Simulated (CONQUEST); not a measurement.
# BN under changes of volume

One of the cells (5.969 Å³/atom); the others are scaled copies at fixed shape and fractional positions:

```
CELL_PARAMETERS angstrom
2.55394 0.00000 0.00000
0.00000 4.22685 0.00000
0.00000 0.00000 4.42355
ATOMIC_POSITIONS crystal
N 0.00000 0.12528 0.66667
N 0.50000 0.12528 0.16667
N 0.00000 0.62528 0.33333
N 0.50000 0.62528 0.83333
B 0.00000 0.49972 0.66667
B 0.50000 0.49972 0.16667
B 0.00000 0.99972 0.33333
B 0.50000 0.99972 0.83333
```

Measurements of this composition are mostly on another form, of space group No. 194.

| Item | Value |
| --- | --- |
| Program | CONQUEST 1.3 |
| Functional | PBE |
| Potentials or basis | PseudoDojo NC PBE, DZP, grid of 32 × 48 × 48 points |
| k mesh | 10 × 6 × 6 |
| Occupations | fermi-dirac, width 0.05 eV |
| Spin | no spin polarisation |

```csv
volume (Å³/atom),energy over the lowest point (meV/atom),pressure (GPa),gap on the mesh (eV),largest force (eV/Å)
5.611,?,?,?,?
5.730,13.88,17.9,5.31,0.050
5.850,3.89,9.2,5.34,0.032
5.969,0.00,1.3,5.36,0.010
6.088,1.79,-5.8,5.38,0.016
6.208,8.40,-12.1,5.40,0.031
6.327,19.72,-18.2,5.42,0.048
```

Task: What does the run at 5.611 Å³/atom give?

Result: Energy over the lowest point 30.92 meV/atom; pressure 27.6 GPa; gap on the mesh 5.28 eV; largest force 0.074 eV/Å.

Worked out: A Birch-Murnaghan fit of order 3 (a polynomial in V^(-2/3)) to the other rows has its minimum at 5.99 Å³/atom with B0 = V·E''(V) = 366 GPa and B' = 3.8 at fixed shape and positions, which overstates the stiffness. It gives 30.49 meV/atom at 5.611 Å³/atom, against the run's 30.92, and -dE/dV = 27.2 GPa, against 27.6. A straight line through the other rows of the gap, of slope 1.08 eV per unit of ln V, extrapolates to 5.29 eV, against the run's 5.28.

Energies are extrapolated to zero smearing.

Caveats: the basis of atomic orbitals isn't converged, which shifts pressures, moduli and gaps.

A mesh can miss the band edges.
